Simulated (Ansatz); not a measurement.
# SiO2 (P3_121): the host for defect calculations

Aim: the runs on the perfect crystal SiO2 (P3_121) that a defect calculation needs first.

Calculated with Ansatz 0.2.0; plane-wave PAW DFT, PBEsol; relaxation of the defect-free supercell from random displacements, a test of the host's stability.

### Step 1. Starting point

It takes space group P3_121 (No. 152, trigonal). The conventional cell has a = 4.948 Å, b = 4.948 Å, c = 5.441 Å, α = 90.00°, β = 90.00°, γ = 120.00°. Si has 4 O at 1.62 Å nearest. Nearest to Si lie 4 O at 1.62 Å. O has 2 Si at 1.62 Å nearest. Nearest to O lie 2 Si at 1.62 Å. Nearest to O lie 2 Si at 1.62 Å. Farther neighbours and most contacts between anions are not listed.

### Step 2. Defect free supercell relaxed from displaced atoms

The input displaces the atoms at random before the relaxation, so that it can leave a symmetric saddle if there is one.

pristine.rattled/input.yaml

```yaml
crystal:
  lattice:
    - [-2.4738670892, 4.2848634897, 5.4409843115]
    - [4.9477341785, 0.0, 5.4409843115]
    - [4.9477341785, 8.5697269795, 0.0]
  atoms:
    - { symbol: Si, position: [0.0, 0.0, 0.2648393527] }
    - { symbol: Si, position: [0.5, 0.5, 0.0148393526] }
    - { symbol: Si, position: [0.0684939807, 0.598172686, 0.200913657] }
    - { symbol: Si, position: [0.5684939807, 0.098172686, 0.450913657] }
    - { symbol: Si, position: [0.4315060193, 0.901827314, 0.2842469904] }
    - { symbol: Si, position: [0.9315060193, 0.401827314, 0.0342469904] }
    - { symbol: O, position: [0.4655148085, 0.3199812777, 0.4735000845] }
    - { symbol: O, position: [0.9655148085, 0.8199812777, 0.2235000845] }
    - { symbol: O, position: [0.1929054331, 0.9259239864, 0.3307805181] }
    - { symbol: O, position: [0.6929054331, 0.4259239864, 0.080780518] }
    - { symbol: O, position: [0.0198238877, 0.4323388652, 0.3565973328] }
    - { symbol: O, position: [0.5198238877, 0.9323388652, 0.1065973328] }
    - { symbol: O, position: [0.0344851915, 0.1800187223, 0.1162481276] }
    - { symbol: O, position: [0.5344851915, 0.6800187223, 0.3662481276] }
    - { symbol: O, position: [0.4801761123, 0.0676611348, 0.3326787092] }
    - { symbol: O, position: [0.9801761123, 0.5676611348, 0.0826787092] }
    - { symbol: O, position: [0.3070945669, 0.5740760136, 0.1401952278] }
    - { symbol: O, position: [0.8070945669, 0.0740760136, 0.3901952278] }
    - { symbol: Si, position: [0.0, 0.0, 0.7648393526] }
    - { symbol: Si, position: [0.5, 0.5, 0.5148393526] }
    - { symbol: Si, position: [0.0684939807, 0.598172686, 0.700913657] }
    - { symbol: Si, position: [0.5684939807, 0.098172686, 0.950913657] }
    - { symbol: Si, position: [0.4315060193, 0.901827314, 0.7842469904] }
    - { symbol: Si, position: [0.9315060193, 0.401827314, 0.5342469904] }
    - { symbol: O, position: [0.4655148085, 0.3199812777, 0.9735000845] }
    - { symbol: O, position: [0.9655148085, 0.8199812777, 0.7235000845] }
    - { symbol: O, position: [0.1929054331, 0.9259239864, 0.8307805181] }
    - { symbol: O, position: [0.6929054331, 0.4259239864, 0.580780518] }
    - { symbol: O, position: [0.0198238877, 0.4323388652, 0.8565973328] }
    - { symbol: O, position: [0.5198238877, 0.9323388652, 0.6065973328] }
    - { symbol: O, position: [0.0344851915, 0.1800187223, 0.6162481276] }
    - { symbol: O, position: [0.5344851915, 0.6800187223, 0.8662481276] }
    - { symbol: O, position: [0.4801761123, 0.0676611348, 0.8326787092] }
    - { symbol: O, position: [0.9801761123, 0.5676611348, 0.5826787092] }
    - { symbol: O, position: [0.3070945669, 0.5740760136, 0.6401952279] }
    - { symbol: O, position: [0.8070945669, 0.0740760136, 0.8901952278] }
basis:
  ecutwfc: 420
  xc_grid: 2
hamiltonian:
  xc: pbesol
kpoints:
  mp_grid: { grid: [1, 1, 1] }
scf:
  occupations: { method: fermi_dirac, width: 0.01 }
  max_iter: 100
  lower_state_search: "off"
output:
  forces: true
relax:
  f_tol: 0.015
  max_steps: 120
  random_displacement: { amplitude: 0.06, seed: 87 }
checkpoint:
  write: "../pristine.rattled.run"
  compress: false
  write_wavefunctions: false
  write_every: 100000
```

The run is started by

```
ansatz run input.yaml --threads 8 --pin off --max-ram 15073MiB --backend cpu --events-out ev --progress --plain --runs-dir out
```

Numbers of over 12 decimals in the logs are rounded to 6 here.

The program printed:

```text
[... repeated set-up lines and file paths are left out, and long positions are rounded to six places ...]
Engine: ansatz 0.2.0, aarch64-unknown-linux-gnu
Pseudopotentials: kind: paw
Pseudopotential: Si, paw, valence charge 4, recommended cutoff 420 eV (normal), Si.paw.azcp
Pseudopotential: O, paw, valence charge 6, recommended cutoff 420 eV (normal), O.paw.azcp
Functional definition: PBEsol
  exchange = pbesol_x
  correlation = pbesol_c
Crystal: 36 atoms, lattice volume = 461.403 Å³
Basis set: ecut = 420 eV, 8991 PW (Γ), exchange–correlation on 100×100×144 points (8 copies of the dense FFT grid, shifted against one another)
Bands: 132, of which v1, the nominal top of the filled ones, is band 96 counted from 1 (95 counted from 0)
Symmetry: 1 space group operations
k-points: 1
Non-local potential: Si, projectors of the file, l = 0: 2, l = 1: 2, l = 2: 2
Non-local potential: O, projectors of the file, l = 0: 2, l = 1: 2, l = 2: 1
PAW form: soft (Blöchl's): semilocal exchange-correlation on the pseudo side does not see the compensation charge
PAW frozen core: Si, regenerated for the run's functional, and the local potential with it (the file was generated under x = pbe(κ = 0.804, μ = 0.219515), c = pbe(β = 0.066725))
PAW frozen core: O, regenerated for the run's functional, and the local potential with it (the file was generated under x = pbe(κ = 0.804, μ = 0.219515), c = pbe(β = 0.066725))
PAW one-centre angular grid: Si, 110 points (default); XC on 64 Gauss nodes
PAW one-centre angular grid: O, 110 points (default); XC on 64 Gauss nodes
Initial density: superposition of atomic densities (neutral atoms: chi_scale 0, normalization atom), corrected by the library's trained network
Initial wavefunctions: pseudopotential atomic-orbital guess
Functional: x = pbesol(κ = 0.804, μ = 0.123457), c = pbesol(β = 0.046)
SCF iter   1: F=—  HF=-20957.383309 eV  |F-HF|=—  |Δ(HF+E_count)|=         —  Δρ=1.21e-2  dr2=5.13e-1  ethr=1.77e-3  ⟨swp⟩=7.0  Hψ=638  notcnv=0  defer=14
preconditioner: auto → Resta (q_TF=auto, 2.357 Å⁻¹)  ε∞=3.1  [insulator: Δε(μ)=5.431 eV  Ē_g=16.529 eV  σ=0.010 eV  W_gap=1.00  n_scr=102 (ndim 8)  ℏωp=24.0 eV  f_vac=0.118  D(μ)=0.00/eV (n_scr^D=0)  ε∞_Penn≈3.1]
SCF iter   2: F=—  HF=-20957.237051 eV  |F-HF|=—  |Δ(HF+E_count)|=   1.46e-1  Δρ=1.68e-3  dr2=4.87e-3  ethr=2.67e-4  ⟨swp⟩=2.0  Hψ=228  notcnv=0  defer=32
SCF iter   3: F=—  HF=-20957.239052 eV  |F-HF|=—  |Δ(HF+E_count)|=   2.00e-3  Δρ=7.67e-4  dr2=1.68e-3  ethr=2.54e-6  ⟨swp⟩=2.0  Hψ=174  notcnv=0  defer=32
SCF iter   4: F=—  HF=-20957.239962 eV  |F-HF|=—  |Δ(HF+E_count)|=   9.10e-4  Δρ=3.07e-4  dr2=3.36e-4  ethr=8.77e-7  ⟨swp⟩=2.0  Hψ=152  notcnv=0  defer=32
SCF iter   5: F=—  HF=-20957.239984 eV  |F-HF|=—  |Δ(HF+E_count)|=   2.15e-5  Δρ=5.55e-5  dr2=1.80e-5  ethr=1.75e-7  ⟨swp⟩=2.0  Hψ=175  notcnv=0  defer=32
SCF iter   6: F=-20957.240021 eV  HF=-20957.240018 eV  |F-HF|=2.82e-6  |Δ(HF+E_count)|=   3.40e-5  Δρ=1.67e-5  dr2=1.44e-6  ethr=2.93e-9  ⟨swp⟩=4.0  Hψ=400  notcnv=0
SCF 1 converged in 6 iterations: F = -20957.240021 eV  dr2 = 1.44e-6
  greatest PAW one-centre occupation: 0.865 electrons in one spin orbital (limit 2), on the O atom at site 30 (counted from 0), in its partial waves of l = 0
relax step   1: F+E_penalty+E_count = -20957.24002084 eV  Δ(F+E_penalty+E_count) = +0.000e0 eV  max|allowed force component| = 3.972e0 eV/Å  Δτ_max = 0.0000 Å  (6 SCF iters, dr2 threshold 5.63e-6 eV, accepted)
[... the SCF cycles and remarks between the steps are left out from here to the last step ...]
relax step   2: F+E_penalty+E_count = -20958.37014754 eV  Δ(F+E_penalty+E_count) = -1.130e0 eV  max|allowed force component| = 2.429e0 eV/Å  Δτ_max = 0.0317 Å  (5 SCF iters, dr2 threshold 1.00e-4 eV, accepted)
relax step   3: F+E_penalty+E_count = -20959.19247367 eV  Δ(F+E_penalty+E_count) = -8.223e-1 eV  max|allowed force component| = 7.299e-2 eV/Å  Δτ_max = 0.0713 Å  (6 SCF iters, dr2 threshold 1.00e-4 eV, accepted)
relax step   4: F+E_penalty+E_count = -20959.11497572 eV  Δ(F+E_penalty+E_count) = +7.750e-2 eV  max|allowed force component| = 3.754e-1 eV/Å  Δτ_max = 0.0675 Å  (7 SCF iters, dr2 threshold 3.33e-7 eV, rejected (line search))
relax step   5: F+E_penalty+E_count = -20959.19519002 eV  Δ(F+E_penalty+E_count) = -2.716e-3 eV  max|allowed force component| = 2.687e-2 eV/Å  Δτ_max = 0.0136 Å  (8 SCF iters, accepted)
relax step   6: F+E_penalty+E_count = -20959.19508794 eV  Δ(F+E_penalty+E_count) = +1.021e-4 eV  max|allowed force component| = 2.660e-2 eV/Å  Δτ_max = 0.0392 Å  (7 SCF iters, rejected (line search))
SCF iter   1: F=—  HF=-20959.197717 eV  |F-HF|=—  |Δ(HF+E_count)|=         —  Δρ=1.74e-3  dr2=8.13e-3  ethr=4.25e-5  ⟨swp⟩=3.0  Hψ=264  notcnv=0  defer=32
SCF iter   2: F=—  HF=-20959.195915 eV  |F-HF|=—  |Δ(HF+E_count)|=   1.80e-3  Δρ=9.43e-4  dr2=2.44e-3  ethr=4.24e-6  ⟨swp⟩=1.0  Hψ=152  notcnv=0  defer=32
SCF iter   3: F=—  HF=-20959.195292 eV  |F-HF|=—  |Δ(HF+E_count)|=   6.22e-4  Δρ=1.50e-4  dr2=6.18e-5  ethr=1.27e-6  ⟨swp⟩=2.0  Hψ=171  notcnv=0  defer=32
SCF iter   4: F=—  HF=-20959.195809 eV  |F-HF|=—  |Δ(HF+E_count)|=   5.16e-4  Δρ=6.20e-5  dr2=1.20e-5  ethr=3.22e-8  ⟨swp⟩=2.0  Hψ=196  notcnv=0  defer=32
SCF iter   5: F=—  HF=-20959.195810 eV  |F-HF|=—  |Δ(HF+E_count)|=   1.42e-6  Δρ=2.57e-5  dr2=2.49e-6  ethr=6.27e-9  ⟨swp⟩=3.0  Hψ=213  notcnv=0  defer=32
SCF iter   6: F=—  HF=-20959.195811 eV  |F-HF|=—  |Δ(HF+E_count)|=   4.24e-7  Δρ=9.58e-6  dr2=3.55e-7  ethr=1.30e-9  ⟨swp⟩=2.0  Hψ=167  notcnv=0  defer=32
SCF iter   7: F=-20959.195811 eV  HF=-20959.195811 eV  |F-HF|=3.30e-9  |Δ(HF+E_count)|=   1.40e-8  Δρ=2.29e-6  dr2=1.84e-8  ethr=5.21e-11  ⟨swp⟩=4.0  Hψ=400  notcnv=0
SCF 7 converged in 7 iterations: F = -20959.195811 eV  dr2 = 1.84e-8
relax step   7: F+E_penalty+E_count = -20959.19581058 eV  Δ(F+E_penalty+E_count) = -6.206e-4 eV  max|allowed force component| = 1.355e-2 eV/Å  Δτ_max = 0.0196 Å  (7 SCF iters, accepted)
SCF converged after 7 iterations
Free energy (F): -20959.195811 eV
Harris-Foulkes:  -20959.195811 eV  (|F-HF|=3.30e-9)
Internal energy: -20959.195811 eV  (E = F + TS)
E sigma→0 (E₀):  -20959.195811 eV
Fermi energy:    5.068938 eV
--- Per-component energies (eV) ---
  E_band       = -861.354914
  E_kinetic    = 4810.299867
  E_local      = -11848.033537  (includes V_loc(G=0)·N_el)
  E_nonlocal   = 1451.352505
  E_hartree    = 4233.117227
  E_xc         = -2417.720218
  E_vxc        = -2822.927748  (∫ρ·V_xc dr)
  E_paw        = -9670.832832  (= ΣΔE_a)
  E_vpaw       = -918.343240  (= ΣTr[D̂ρ^β])
  E_aug_tail   = 0.062373  (compensation charges beyond the density's cutoff)
  E_ewald      = -7518.666833
  E_core_change = 1.225638  (= ΣΔE_core)
  E_smearing   = -0.000000  (= −TS)
  E_closure    = 0.000000  (closes the sum)
  Σ components = -20959.195811   (vs F -20959.195811, Δ=0.00e0)
--- Forces (eV/Å), atoms counted from 1 ---
  atom   1  Si     0.00238627     0.00225909     0.00662015
  atom   2  Si     0.00050345    -0.00212599     0.00821856
  atom   3  Si     0.00293413     0.00367585    -0.00194458
  atom   4  Si     0.00210005     0.00361209    -0.00136571
  atom   5  Si    -0.00095324    -0.00313901    -0.00186816
  atom   6  Si    -0.00068185    -0.00298180    -0.00133911
  atom   7  O     -0.00829802     0.00296033    -0.00328597
  atom   8  O     -0.01164512    -0.00076430     0.00083233
  atom   9  O     -0.00785261    -0.01250413     0.00654326
  atom  10  O     -0.00794858    -0.01087675     0.00192633
  atom  11  O      0.00695072    -0.00618915    -0.00595885
  atom  12  O      0.00921275    -0.00872336    -0.00571723
  atom  13  O     -0.00705185     0.00691140     0.00394111
  atom  14  O     -0.00394523     0.01354898     0.00300134
  atom  15  O      0.00582915    -0.00050574    -0.00742039
  atom  16  O      0.00912064    -0.00199557    -0.00761727
  atom  17  O      0.00457966     0.01003985    -0.00016688
  atom  18  O      0.00507276     0.00773993     0.00150612
  atom  19  Si     0.00320651    -0.00470122     0.00566524
  atom  20  Si     0.00296024    -0.00154112     0.00716954
  atom  21  Si     0.00217558     0.00400518    -0.00092821
  atom  22  Si     0.00110270     0.00411481    -0.00140722
  atom  23  Si    -0.00431563    -0.00345763    -0.00116901
  atom  24  Si    -0.00555898    -0.00247747    -0.00121601
  atom  25  O     -0.00991186     0.00367835    -0.00030600
  atom  26  O     -0.01045996     0.00453725     0.00013824
  atom  27  O     -0.00779137    -0.01075641     0.00138836
  atom  28  O     -0.00522777    -0.01122013     0.00626783
  atom  29  O      0.00998690    -0.00657652    -0.00514820
  atom  30  O      0.00965931    -0.00833582    -0.00269490
  atom  31  O     -0.00666143     0.00606533     0.00297761
  atom  32  O     -0.00758308     0.00781884    -0.00187257
  atom  33  O      0.01235304    -0.00281449    -0.00525165
  atom  34  O      0.00724682    -0.00158387    -0.00273639
  atom  35  O      0.00535208     0.00904509     0.00028643
  atom  36  O      0.00315529     0.01325833     0.00292920
  max |Σ_I F_I| component: 2.66e-6 eV/Å
--- Relaxed structure (7 steps of the walk, 5 accepted, 0 SCFs on fresh bases) ---
  F+E_penalty+E_count = -20959.19581058 eV   max|allowed force component| = 1.355e-2 eV/Å
  atoms:
    - { symbol: Si, position: [-0.001063, -0.000819, 0.264623] }
    - { symbol: Si, position: [0.499063, 0.499447, 0.014580] }
    - { symbol: Si, position: [0.068527, 0.597271, 0.201064] }
    - { symbol: Si, position: [0.568352, 0.097177, 0.450982] }
    - { symbol: Si, position: [0.431307, 0.900841, 0.283820] }
    - { symbol: Si, position: [0.931520, 0.400882, 0.033911] }
    - { symbol: O, position: [0.463615, 0.317730, 0.475532] }
    - { symbol: O, position: [0.963617, 0.817710, 0.225829] }
    - { symbol: O, position: [0.192986, 0.924866, 0.329021] }
    - { symbol: O, position: [0.693189, 0.425165, 0.078870] }
    - { symbol: O, position: [0.022291, 0.430799, 0.356689] }
    - { symbol: O, position: [0.521987, 0.930984, 0.106466] }
    - { symbol: O, position: [0.032706, 0.178103, 0.115362] }
    - { symbol: O, position: [0.532804, 0.677995, 0.364944] }
    - { symbol: O, position: [0.479791, 0.066078, 0.333108] }
    - { symbol: O, position: [0.980059, 0.566123, 0.083158] }
    - { symbol: O, position: [0.306795, 0.575980, 0.139515] }
    - { symbol: O, position: [0.806643, 0.075723, 0.389531] }
    - { symbol: Si, position: [-0.001025, -0.000688, 0.764640] }
    - { symbol: Si, position: [0.498931, 0.499205, 0.514313] }
    - { symbol: Si, position: [0.068329, 0.597347, 0.700992] }
    - { symbol: Si, position: [0.568313, 0.097575, 0.950917] }
    - { symbol: Si, position: [0.431294, 0.901111, 0.783938] }
    - { symbol: Si, position: [0.931156, 0.400931, 0.533998] }
    - { symbol: O, position: [0.463700, 0.318069, 0.975660] }
    - { symbol: O, position: [0.963732, 0.817794, 0.725833] }
    - { symbol: O, position: [0.192986, 0.925193, 0.829051] }
    - { symbol: O, position: [0.692902, 0.424835, 0.578797] }
    - { symbol: O, position: [0.022506, 0.430693, 0.856598] }
    - { symbol: O, position: [0.522016, 0.930727, 0.606619] }
    - { symbol: O, position: [0.032675, 0.178243, 0.615369] }
    - { symbol: O, position: [0.532795, 0.678476, 0.865377] }
    - { symbol: O, position: [0.479806, 0.066558, 0.832969] }
    - { symbol: O, position: [0.979137, 0.566340, 0.583429] }
    - { symbol: O, position: [0.306575, 0.575987, 0.639081] }
    - { symbol: O, position: [0.806597, 0.076022, 0.889427] }
```

It took 11 s on 8 threads of Arm Neoverse N1, shared host; peak memory 0.53 GiB.

The steps of the relaxation:

```tsv
step	energy less that of the first step (eV)	largest force component (eV/Å)
1	0.0000	3.9724
2	-1.1301	2.4286
3	-1.9525	0.0730
4	-1.8750	0.3754
5	-1.9552	0.0269
6	-1.9551	0.0266
7	-1.9558	0.0135
```

Relaxation steps 4, 6 were tried and not accepted.

The atoms that moved most (Å, from the sites as typed, ahead of the random displacement, the mean shift of all atoms taken out):

```tsv
atom	dx	dy	dz	length
O8	0.009	0.015	-0.016	0.024
O26	0.010	0.015	-0.015	0.023
O29	-0.010	0.015	0.013	0.022
O25	0.010	0.014	-0.013	0.022
O14	-0.008	-0.015	-0.013	0.022
O7	0.008	0.012	-0.015	0.021
O11	-0.009	0.014	0.012	0.021
O17	0.011	-0.004	0.016	0.020
```

The relaxed structure:

```xyz
36
Lattice="-2.4739 4.2849 5.4410 4.9477 0.0000 5.4410 4.9477 8.5697 0.0000" Properties=species:S:1:pos:R:3 pbc="T T T"
Si    1.3079    2.2632   -0.0102
Si    1.3087    2.2634    5.4329
Si    3.7804    2.0167    3.6226
Si    1.3061    6.3001    3.6211
Si    4.7944    4.2804    7.2482
Si   -0.1532    4.2820    7.2496
O     2.7779    6.0617    4.2513
O     2.7793    6.0643    9.6922
O     5.7265    3.6465    6.0822
O     0.7790    3.6461    6.0849
O     3.8411    3.1522    2.4653
O     3.8417    3.1490    7.9056
O     1.3711    1.1288    1.1470
O     3.8421    5.4105    6.5879
O     0.7881    4.9105    2.9701
O     0.7879    4.9121    8.4128
O     2.7811    2.5102    4.8032
O     0.3064    6.7945    4.8009
Si    3.7824    6.5484   -0.0093
Si    3.7803    6.5454    5.4308
Si    6.2548    6.3001    3.6219
Si    3.7817   10.5842    3.6231
Si    7.2702    8.5662    7.2496
Si    2.3222    8.5661    7.2479
O     5.2539   10.3480    4.2536
O     5.2533   10.3496    9.6933
O     8.2021    7.9317    6.0840
O     3.2516    7.9291    6.0816
O     6.3135    7.4372    2.4658
O     6.3150    7.4353    7.9043
O     3.8457    5.4135    1.1476
O     6.3205    9.6990    6.5905
O     3.2636    9.1942    2.9728
O     3.2665    9.1953    8.4089
O     5.2534    6.7904    4.8020
O     2.7814   11.0783    4.8023
```

The relaxation ends 54 meV an atom lower than the displaced start, with a largest force component of 0.014 eV/Å.

### Step 3. What came out

| Item | Value |
| --- | --- |
| symmetric supercell less the displaced and relaxed one | 0.000 eV |

**Reading.** The energy fell by 1.956 eV from the randomly displaced start; against the sites as typed, O8 ends farthest off, by 0.02 Å, once the mean shift is taken out. The displaced cell ends within 0.01 eV of the symmetric one, so no lower structure shows in this supercell. All at zero temperature.

[Logs are printed without paths, hosts, clocks, repeated set-up lines and the standing remarks that a program may print on its own settings, such as how far it seeks lower states.]

[Hosts, paths, dates, database ids (printed as entryN), source tags and the programs' standing remarks are cut or masked in the printed files.]

[Runs of the host that timed out are not shown.]

[For some hosts the program warned that the k-mesh of the response run may be too coarse for force constants and the static dielectric constant; such warnings are not always shown.]
